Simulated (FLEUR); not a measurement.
# Si (Fd-3m) in FLEUR: further runs

Runs on Si. Level: PBE. Tasks: band structure, equation of state.

Everything below comes from runs of FLEUR MaX-R8.1 (later development tree). Logs are shortened: lines on timing, memory, paths and dates and some standing lists are left out, and cuts for length are marked.

## 1. The structure

Symmetry: Fd-3m, No. 227, cubic system. Conventional cell: a = 5.444 Å, b = 5.444 Å, c = 5.444 Å, α = 90.00°, β = 90.00°, γ = 90.00°. Si (site symmetry -43m) has 4 Si at 2.36 Å as nearest neighbours.

## 2. Band structure, PBE

File inp.xml:

```xml
<?xml version="1.0" encoding="UTF-8" standalone="no"?>
<fleurInput fleurInputVersion="0.39">
   <comment>
      Si                                                                                                  
   </comment>
   <calculationSetup>
      <cutoffs Kmax="4.0" Gmax="20.0" GmaxXC="20.0" numbands="0"/>
      <scfLoop itmax="60" minDistance="0.00001" maxIterBroyd="15" imix="Anderson" alpha="0.05" precondParam="0.0" spinf="2.0" sdNocoIR="T"/>
      <coreElectrons ctail="T" frcor="F" kcrel="0" coretail_lmax="0"/>
      <xcFunctional name="pbe" relativisticCorrections="F"/>
      <magnetism jspins="1"/>
      <soc l_soc="F" theta="0.0" phi="0.0" spav="F"/>
      <expertModes spex="0" secvar="F"/>
      <geometryOptimization l_f="F" forcealpha="1.0" forcemix="BFGS" epsdisp="0.00001" epsforce="0.00001"/>
      <ldaU l_linMix="F" mixParam="0.05" spinf="1.0"/>
   </calculationSetup>
   <cell>
      <bzIntegration valenceElectrons="24.0" mode="hist" fermiSmearingEnergy="0.00183747">
         <kPointListSelection listName="default-1"/>
         <!-- k-points included here -->
         <xi:include xmlns:xi="http://www.w3.org/2001/XInclude" href="kpts.xml"> </xi:include>
      </bzIntegration>
      <!-- symmetry operations included here -->
      <xi:include xmlns:xi="http://www.w3.org/2001/XInclude" href="sym.xml"> </xi:include>
      <bulkLattice scale="1.0">
         <bravaisMatrix>
            <row-1>    0.0000000000000000     5.1435532944025564     5.1435532944025564</row-1>
            <row-2>    5.1435532944025564     0.0000000000000000     5.1435532944025564</row-2>
            <row-3>    5.1435532944025564     5.1435532944025564     0.0000000000000000</row-3>
         </bravaisMatrix>
      </bulkLattice>
   </cell>
   <atomSpecies>
      <species name="Silicon (Si)" element="Si" atomicNumber="14">
         <mtSphere radius="2.06" gridPoints="681" logIncrement="0.017"/>
         <atomicCutoffs lmax="6" lnonsphr="4"/>
         <electronConfig flipSpins="F">
            <coreConfig>(1s1/2)</coreConfig>
            <valenceConfig>(2s1/2) (2p1/2) (2p3/2) (3s1/2) (3p1/2) (3p3/2)</valenceConfig>
            <stateOccupation state="(3p1/2)" spinUp="0.333333" spinDown="0.333333"/>
            <stateOccupation state="(3p3/2)" spinUp="0.666667" spinDown="0.666667"/>
         </electronConfig>
         <energyParameters s="3" p="3" d="3" f="4"/>
         <lo type="SCLO" l="0" n="2" eDeriv="0"/>
         <lo type="SCLO" l="1" n="2" eDeriv="0"/>
         <lo type="SCLO" l="2" n="3" eDeriv="2"/>
         <lo type="SCLO" l="3" n="4" eDeriv="2"/>
      </species>
   </atomSpecies>
   <atomGroups>
      <atomGroup species="Silicon (Si)">
         <relPos label="                   1">3.000/8.000 3.000/8.000 3.000/8.000</relPos>
         <relPos label="                   2">-3.000/8.000 -3.000/8.000 -3.000/8.000</relPos>
         <force calculate="T" relaxXYZ="TTT"/>
      </atomGroup>
   </atomGroups>
   <output dos="F" band="F" slice="F">
      <checks vchk="F" cdinf="F"/>
      <bandDOS minEnergy="-.5*Htr" maxEnergy="0.5*Htr" sigma="0.015" storeEVData="T"/>
      <vacuumDOS vacdos="F" integ="F" star="F" nstars="0" locx1="0.0" locy1="0.0" locx2="0.0" locy2="0.0" nstm="0" tworkf="0.0"/>
      <unfoldingBand unfoldBand="F" supercellX="1" supercellY="1" supercellZ="1"/>
      <plotting iplot="0" polar="F">
         <plot TwoD="T" vec1="  1.0  0.0  0.0" vec2="  0.0  1.0  0.0" vec3="  0.0  0.0  1.0" zero="  0.0  0.0  0.0" file="plot"/>
      </plotting>
      <chargeDensitySlicing numkpt="0" minEigenval="0.0" maxEigenval="0.0" nnne="0" pallst="F"/>
      <specialOutput eonly="F"/>
      <moessbauerParams electricFieldGradient="T" isomerShift="T" coreHyperfine="T" valenceHyperfine="T"/>
      <magneticCircularDichroism mcd="F" energyLo="-10.0" energyUp="0.0"/>
   </output>
  <!-- We include the file relax.xml here to enable relaxations (see documentation) -->
  <xi:include xmlns:xi="http://www.w3.org/2001/XInclude" href="relax.xml"> <xi:fallback/> </xi:include>
</fleurInput>
```

File crystal.txt:

```
Si
&input cartesian=F /
0.0000000000  2.7218511865  2.7218511865
2.7218511865  0.0000000000  2.7218511865
2.7218511865  2.7218511865  0.0000000000
1.8897261246
1.0 1.0 1.0

2
14 0.5000000000  0.5000000000  0.5000000000
14 0.7500000000  0.7500000000  0.7500000000

&kpt div1=8 div2=8 div3=8 gamma=T /
```

File inp.xml (bands):

```
<?xml version="1.0" encoding="UTF-8" standalone="no"?>
<fleurInput fleurInputVersion="0.39">
   <comment>
      Si                                                                                                  
   </comment>
   <calculationSetup>
      <cutoffs Kmax="4.0" Gmax="20.0" GmaxXC="20.0" numbands="0"/>
      <scfLoop itmax="60" minDistance="0.00001" maxIterBroyd="15" imix="Anderson" alpha="0.05" precondParam="0.0" spinf="2.0" sdNocoIR="T"/>
      <coreElectrons ctail="T" frcor="F" kcrel="0" coretail_lmax="0"/>
      <xcFunctional name="pbe" relativisticCorrections="F"/>
      <magnetism jspins="1"/>
      <soc l_soc="F" theta="0.0" phi="0.0" spav="F"/>
      <expertModes spex="0" secvar="F"/>
      <geometryOptimization l_f="F" forcealpha="1.0" forcemix="BFGS" epsdisp="0.00001" epsforce="0.00001"/>
      <ldaU l_linMix="F" mixParam="0.05" spinf="1.0"/>
   </calculationSetup>
   <cell>
      <bzIntegration valenceElectrons="24.0" mode="hist" fermiSmearingEnergy="0.00183747">
         <kPointListSelection listName="path-1"/>
         <!-- k-points included here -->
         <xi:include xmlns:xi="http://www.w3.org/2001/XInclude" href="kpts.xml"> </xi:include>
      </bzIntegration>
      <!-- symmetry operations included here -->
      <xi:include xmlns:xi="http://www.w3.org/2001/XInclude" href="sym.xml"> </xi:include>
      <bulkLattice scale="1.0">
         <bravaisMatrix>
            <row-1>    0.0000000000000000     5.1435532944025564     5.1435532944025564</row-1>
            <row-2>    5.1435532944025564     0.0000000000000000     5.1435532944025564</row-2>
            <row-3>    5.1435532944025564     5.1435532944025564     0.0000000000000000</row-3>
         </bravaisMatrix>
      </bulkLattice>
   </cell>
   <atomSpecies>
      <species name="Silicon (Si)" element="Si" atomicNumber="14">
         <mtSphere radius="2.06" gridPoints="681" logIncrement="0.017"/>
         <atomicCutoffs lmax="6" lnonsphr="4"/>
         <electronConfig flipSpins="F">
            <coreConfig>(1s1/2)</coreConfig>
            <valenceConfig>(2s1/2) (2p1/2) (2p3/2) (3s1/2) (3p1/2) (3p3/2)</valenceConfig>
            <stateOccupation state="(3p1/2)" spinUp="0.333333" spinDown="0.333333"/>
            <stateOccupation state="(3p3/2)" spinUp="0.666667" spinDown="0.666667"/>
         </electronConfig>
         <energyParameters s="3" p="3" d="3" f="4"/>
         <lo type="SCLO" l="0" n="2" eDeriv="0"/>
         <lo type="SCLO" l="1" n="2" eDeriv="0"/>
         <lo type="SCLO" l="2" n="3" eDeriv="2"/>
         <lo type="SCLO" l="3" n="4" eDeriv="2"/>
      </species>
   </atomSpecies>
   <atomGroups>
      <atomGroup species="Silicon (Si)">
         <relPos label="                   1">3.000/8.000 3.000/8.000 3.000/8.000</relPos>
         <relPos label="                   2">-3.000/8.000 -3.000/8.000 -3.000/8.000</relPos>
         <force calculate="T" relaxXYZ="TTT"/>
      </atomGroup>
   </atomGroups>
   <output dos="F" band="T" slice="F">
      <checks vchk="F" cdinf="F"/>
      <bandDOS minEnergy="-.5*Htr" maxEnergy="0.5*Htr" sigma="0.015" storeEVData="T"/>
      <vacuumDOS vacdos="F" integ="F" star="F" nstars="0" locx1="0.0" locy1="0.0" locx2="0.0" locy2="0.0" nstm="0" tworkf="0.0"/>
      <unfoldingBand unfoldBand="F" supercellX="1" supercellY="1" supercellZ="1"/>
      <plotting iplot="0" polar="F">
         <plot TwoD="T" vec1="  1.0  0.0  0.0" vec2="  0.0  1.0  0.0" vec3="  0.0  0.0  1.0" zero="  0.0  0.0  0.0" file="plot"/>
      </plotting>
      <chargeDensitySlicing numkpt="0" minEigenval="0.0" maxEigenval="0.0" nnne="0" pallst="F"/>
      <specialOutput eonly="F"/>
      <moessbauerParams electricFieldGradient="T" isomerShift="T" coreHyperfine="T" valenceHyperfine="T"/>
      <magneticCircularDichroism mcd="F" energyLo="-10.0" energyUp="0.0"/>
   </output>
  <!-- We include the file relax.xml here to enable relaxations (see documentation) -->
  <xi:include xmlns:xi="http://www.w3.org/2001/XInclude" href="relax.xml"> <xi:fallback/> </xi:include>
</fleurInput>
```

Potentials or basis: all-electron, FLAPW.

Run with:

```sh
inpgen -f crystal.txt -profile fast
# inp.xml edited to the form shown
fleur_MPI
fleur_MPI   # second run, on inp.xml (bands)
```

Standard output:

```text
Welcome to FLEUR        (www.flapw.de)
      MaX-Release 8.1          (www.max-centre.eu)

 ========== k-point set info ==========
 Selected k-point list: default-1
 k-point list type: mesh
 8 x 8 x 8
 Number of k points: 29

 ------------Calculation Setup---------------------------
 Number of MPI-tasks      :            1
 Number of PE/node        :            1
 Number of OMP-threads    :            1
 Most efficient MPI parallelization for:
           1          29
 Additional eigenvalue parallelization possible
 Number of basis functions:          360
 Approximate size of matrices (H+S) per k-point:         0.002 GB
 --------------------------------------------------------
 Iteration:     1   Distance:       7.91956703 me/bohr^3
 Iteration:     2   Distance:       7.47846130 me/bohr^3
 Iteration:     3   Distance:       0.87094242 me/bohr^3
 Iteration:     4   Distance:       0.44547686 me/bohr^3
 Iteration:     5   Distance:       0.21106508 me/bohr^3
 Iteration:     6   Distance:       0.01559641 me/bohr^3
 Iteration:     7   Distance:       0.01677256 me/bohr^3
 Iteration:     8   Distance:       0.00185776 me/bohr^3
 Iteration:     9   Distance:       0.00230611 me/bohr^3
 Iteration:    10   Distance:       0.00014203 me/bohr^3
 Iteration:    11   Distance:       0.00003288 me/bohr^3
 Iteration:    12   Distance:       0.00001141 me/bohr^3
 Iteration:    13   Distance:       0.00000031 me/bohr^3

 ********************************************************************
 Run finished successfully
 Stop message:
   all done
 ********************************************************************
```

output (bands):

```text
Welcome to FLEUR        (www.flapw.de)
      MaX-Release 8.1          (www.max-centre.eu)

 ========== k-point set info ==========
 Selected k-point list: path-1
 k-point list type: path
 Number of k points: 60

 ------------Calculation Setup---------------------------
 Number of MPI-tasks      :            1
 Number of PE/node        :            1
 Number of OMP-threads    :            1
 Most efficient MPI parallelization for:
           1           2           3           4           5           6          10          12          15          20          30          60
 Additional eigenvalue parallelization possible
 Number of basis functions:          360
 Approximate size of matrices (H+S) per k-point:         0.002 GB
 --------------------------------------------------------
 Fermi energy correction for insulators:
 No automatic correction of the Fermi energy has been performed.

 Note: Band structure data (together with different weights) is also stored in the banddos.hdf file.
       A convenient way of extracting and plotting the data from that file is by making use of the

 ********************************************************************
 Run finished successfully
 Stop message:
   Charge density postprocessing done.
 ********************************************************************
```

out.xml (last iteration):

```text
<iteration numberForCurrentRun="   13" overallNumber="   13">
         <energyParameters units="Htr">
            <atomicEP atomType="1" spin="1" branch="3s" branchLowest="-4.69" branchHighest="1.27" value="-0.1443881507"/>
            <atomicEP atomType="1" spin="1" branch="3p" branchLowest="-3.07" branchHighest="1.76" value="0.0323731068"/>
            <atomicEP atomType="1" spin="1" branch="3d" branchLowest="-9.99" branchHighest="2.11" value="0.2213649055"/>
            <atomicEP atomType="1" spin="1" branch="4f" branchLowest="-9.99" branchHighest="4.45" value="0.3878686715"/>
            <loAtomicEP atomType="1" spin="1" branch="2s" branchLowest="-65.19" branchHighest="-4.69" value="-4.6941772699"/>
            <loAtomicEP atomType="1" spin="1" branch="2p" branchLowest="-9.99" branchHighest="-3.07" value="-3.0785183443"/>
            <loAtomicEP atomType="1" spin="1" branch="3d" branchLowest="-9.99" branchHighest="2.11" value="0.2213648285"/>
            <loAtomicEP atomType="1" spin="1" branch="4f" branchLowest="-9.99" branchHighest="4.45" value="0.3878714068"/>
         </energyParameters>
         <eigenvalues>
            <eigenvaluesAt spin="1" ikpt="1" k_x="0.00000000" k_y="0.00000000" k_z="0.00000000">
                      -4.6943023525       -4.6940307965       -3.0787003297       -3.0787003297       -3.0787003297
                      -3.0781114607       -3.0781114607       -3.0781114607       -0.2166260310        0.2212743640
                       0.2212743640        0.2212743640        0.3152748903        0.3152748903        0.3152748903
                       0.3420030995        0.5051266643        0.5051266643        0.5130343436
            </eigenvaluesAt>
            <eigenvaluesAt spin="1" ikpt="2" k_x="0.00000000" k_y="0.00000000" k_z="0.12500000">
                      -4.6942958786       -4.6940393656       -3.0787156703       -3.0787156703       -3.0787050427
                      -3.0781254362       -3.0781096914       -3.0781096914       -0.2091700555        0.1625501926
                       0.2107074759        0.2107074759        0.3124208405        0.3307786093        0.3307786093
                       0.3922158455        0.4875097149        0.4875097149        0.5417925212
            </eigenvaluesAt>
            <eigenvaluesAt spin="1" ikpt="3" k_x="0.00000000" k_y="0.00000000" k_z="0.25000000">
                      -4.6942748794       -4.6940602194       -3.0787325563       -3.0787325563       -3.0786830852
                      -3.0781429889       -3.0780908667       -3.0780908667       -0.1874252694        0.0773571407
                       0.1934711799        0.1934711799        0.2949070171        0.3498645350        0.3498645350
[... 13 lines left out ...]
            <mtCharges spin="1">
               <mtCharge atomType="1" total="9.9236667" s="2.8098430" p="7.0386954" d="0.0695113" f="0.0045310"/>
            </mtCharges>
            <spinDependentCharge spin="1" total="24.0000000" interstitial="4.1526667" mtSpheres="19.8473333"/>
            <totalCharge value="24.0000000001"/>
         </valenceDensity>
         <coreStates atomType="     1" atomicNumber=" 14" spin="1" kinEnergy="    185.6357318679" eigValSum="   -130.3746326869" lostElectrons=" 0.000000">
            <state n="1" l="0" j="0.5" energy="-65.1873163435" weight="1.0000000000"/>
         </coreStates>
         <allElectronCharges>
            <spinDependentCharge spin="1" total="28.0000000" interstitial="4.1526667" mtSpheres="23.8473333"/>
            <totalCharge value="28.0000000002"/>
         </allElectronCharges>
         <moessbauerParams unitsHFF="kG" unitsIS="e/bohr^3" unitsEFG="Htr/bohr^2">
            <coreIsomerShift atomType="1" isTotal="1776.18251">
               <shell n="1" l="0" isomerShift="1776.18251"/>
            </coreIsomerShift>
            <isomerShift atomType="1" nucleusRadius="0.0000718" averageDensity="1909.31509"/>
            <electricFieldGradient atomType="1" VXX="0.00000" VYY="0.00000" VZZ="0.00000" asymParam="0.00000">
            </electricFieldGradient>
         </moessbauerParams>
         <totalEnergy                                    value="     -580.0705511959" units="Htr">
            <sumOfEigenvalues                            value="     -316.1800522110">
               <coreElectrons value="-260.7492653738"/>
               <valenceElectrons value="-55.4307868372"/>
            </sumOfEigenvalues>
            <densityCoulombPotentialIntegral value="-843.9359501843"/>
            <densityEffectivePotentialIntegral value="-897.8587881893"/>
            <chargeDenXCDenIntegral value="-41.7539066292"/>
            <FockExchangeEnergyValence value="0.0000000000"/>
            <FockExchangeEnergyCore value="0.0000000000"/>
            <atomTypeDependentContributions atomType="1">
               <electronNucleiInteractionDifferentMTs value="683.0584838148"/>
               <MadelungTerm value="-14.9689216380"/>
            </atomTypeDependentContributions>
            <tkbTimesEntropy value="0.0000008313"/>
            <freeEnergy value="-580.0705520273"/>
            <extrapolationTo0K value="-580.0705516116"/>
         </totalEnergy>
         <densityConvergence units="me/bohr^3">
            <chargeDensity spin="1" distance="0.0000003074"/>
         </densityConvergence>
      </iteration>
```

Run time: 21 s. Hardware: 1 thread of Arm Neoverse V1, shared host; peak memory 0.08 GiB.

Results:

```
Free energy                                           : -15784.5238 eV
Band gap on the k mesh                                : 0.63 eV, indirect (least direct gap 2.56 eV)
Band gap along the path                               : 0.59 eV, indirect (least direct gap 2.56 eV)
Valence electrons inside the program's atomic spheres : Si 9.92 (radii Si 2.06 bohr)
```

Levels at the corners of the path, in eV from the valence-band top:
```csv
point,band 10,band 11,band 12,band 13,band 14,band 15
Γ,0.00,0.00,0.00,2.56,2.56,2.56
X,-7.80,-2.84,-2.84,0.73,0.73,10.05
W,-7.64,-3.82,-3.82,4.27,4.27,4.98
K,-7.21,-4.27,-2.41,1.22,4.13,7.44
Γ,0.00,0.00,0.00,2.56,2.56,2.56
L,-6.94,-1.19,-1.19,1.51,3.34,3.34
U,-7.21,-4.27,-2.41,1.22,4.13,7.44
W,-7.64,-3.82,-3.82,4.27,4.27,4.98
L,-6.94,-1.19,-1.19,1.51,3.34,3.34
K,-7.21,-4.27,-2.41,1.22,4.13,7.44
U,-7.21,-4.27,-2.41,1.22,4.13,7.44
X,-7.80,-2.84,-2.84,0.73,0.73,10.05
```

Core levels (eV from the Fermi level):
| atom | levels |
| --- | --- |
| 1 Si | 1s1/2 -1780.2 |
| 2 Si | 1s1/2 -1780.2 |

## 3. Equation of state, PBE, 18.95 Å³/atom (volume scaled by 0.94)

Changes to inp.xml since step 2:

```diff
@@ -24,3 +24,3 @@
       <xi:include xmlns:xi="http://www.w3.org/2001/XInclude" href="sym.xml"> </xi:include>
-      <bulkLattice scale="1.0">
+      <bulkLattice scale="0.9795861087">
          <bravaisMatrix>
@@ -34,3 +34,3 @@
       <species name="Silicon (Si)" element="Si" atomicNumber="14">
-         <mtSphere radius="2.06" gridPoints="681" logIncrement="0.017"/>
+         <mtSphere radius="2.0" gridPoints="681" logIncrement="0.017"/>
          <atomicCutoffs lmax="6" lnonsphr="4"/>
```

Potentials or basis: all-electron, FLAPW.

Run with:

```sh
inpgen -f crystal.txt -profile fast
# inp.xml edited to the form shown
fleur_MPI
```

Wall time 17 s (1 thread of Arm Neoverse V1, shared host); peak memory 0.08 GiB.

Results (log left out):

```
Free energy                                           : -15784.4511 eV
Band gap on the k mesh                                : 0.52 eV, indirect (least direct gap 2.58 eV)
Valence electrons inside the program's atomic spheres : Si 9.82 (radii Si 2.0 bohr)
```

(Part 1 of 2 ends here.)
